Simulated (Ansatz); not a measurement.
# BaTiO3 under strain: O-17 NMR of the central transition

Cell: a COD entry, relaxed with PBE at fixed cell and then changed (z stretched by 3 %, ions relaxed).

```
Ba Ti O
1.0
     2.82767    1.63255    2.38726
    -2.82767    1.63255    2.38726
     0.00000   -3.26511    2.38726
Ba Ti O
1 1 3
Direct
  0.99486 0.99486 0.99486
  0.48109 0.48109 0.48109
  0.51242 0.51242 0.02052
  0.02052 0.51242 0.51242
  0.51242 0.02052 0.51242
```

Atoms are numbered from 1 in the order listed; like atoms form one site, named after its first atom.

Method: Kohn–Sham DFT in Ansatz, PBE, plane waves and PAW, scalar-relativistic, 420 eV cutoff, Γ-centred 8×8×8 k-points, Fermi–Dirac smearing 0.02 eV.

O-17 has I = 5/2 and Q = -25.58 mb (Pyykkö 2018); at 9.4 T its Larmor frequency is ν₀ = 54.3 MHz. Only the quadrupole interaction is simulated: positions count from each site's isotropic chemical shift, and J coupling is left out, as are shift anisotropy and dipolar coupling, which fast spinning averages.

Task: Give C_Q, η, the quadrupolar product P_Q = |C_Q|(1 + η²/3)^½, the second-order isotropic shift and the breadth of the pattern (fast magic-angle spinning) for each O site.

Result: 

```tsv
site	first shell	C_Q (MHz)	η	P_Q (MHz)	δ_QIS (ppm)	breadth (kHz)
O	2 Ti at 1.87–2.20 Å, angle 170°; also 4 Ba at 2.79–3.00 Å	-1.35	0.01	1.35	-3.69	0.431
```

δ_QIS = −(ν_Q²/30ν₀²)[I(I+1) − 3/4](1 + η²/3) × 10⁶ ppm with ν_Q = 3|C_Q|/[2I(2I−1)]; it falls as 1/B₀² in ppm, and the breadth as 1/B₀ in kHz.

At O V_zz points along the line of its two bonds (within 8°).
